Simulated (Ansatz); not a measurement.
## MnSb under changes of volume

One of the cells (21.835 Å³/atom); the others are scaled copies at fixed shape and fractional positions:

```
Sb Mn
1.0
     0.00000    2.79502    2.79502
     2.79502    0.00000    2.79502
     2.79502    2.79502    0.00000
Sb Mn
1 1
Direct
  0.50000 0.50000 0.50000
  0.00000 0.00000 0.00000
```

The cell comes from a database or a generator and needn't be the stable form of this composition.

| Item | Value |
| --- | --- |
| Program | Ansatz 0.2.0 |
| Functional | PBE |
| Potentials or basis | Ansatz PAW |
| Cutoff | 420 eV (not typed: the program's choice for these potentials) |
| k mesh | 8 × 8 × 8 |
| Occupations | fermi-dirac, width 0.05 eV |
| Spin | collinear spin, ferromagnetic start |
| Starting moments | [0.0, 4.0] μB |

| volume (Å³/atom) | energy over the lowest point (meV/atom) | pressure (GPa) | moment (μB per cell) |
| --- | --- | --- | --- |
| 20.525 | 13.37 | 3.8 | 3.74 |
| 20.962 | 5.10 | 2.3 | 3.78 |
| 21.398 | 0.77 | 0.9 | 3.82 |
| 21.835 | 0.00 | -0.4 | 3.85 |
| 22.272 | ? | ? | ? |
| 22.708 | 7.97 | -2.5 | 3.90 |
| 23.145 | 15.95 | -3.4 | 3.93 |

Q: What does the run at 22.272 Å³/atom give?

A: Energy over the lowest point 2.55 meV/atom; pressure -1.5 GPa; moment 3.87 μB per cell.

Worked out: A Birch-Murnaghan fit of order 3 (a polynomial in V^(-2/3)) to the other rows has its minimum at 21.71 Å³/atom with B0 = V·E''(V) = 61 GPa and B' = 4.2. It gives 2.54 meV/atom at 22.272 Å³/atom, against the run's 2.55, and -dE/dV = -1.5 GPa, against -1.5. A parabola through the other rows of the moment, of slope 0.0631 μB per Å³/atom there, gives 3.88 μB, against the run's 3.87.

Energies are extrapolated to zero smearing.

Caveats: a cell with one magnetic atom can't hold antiferromagnetic order, which such compounds often take.
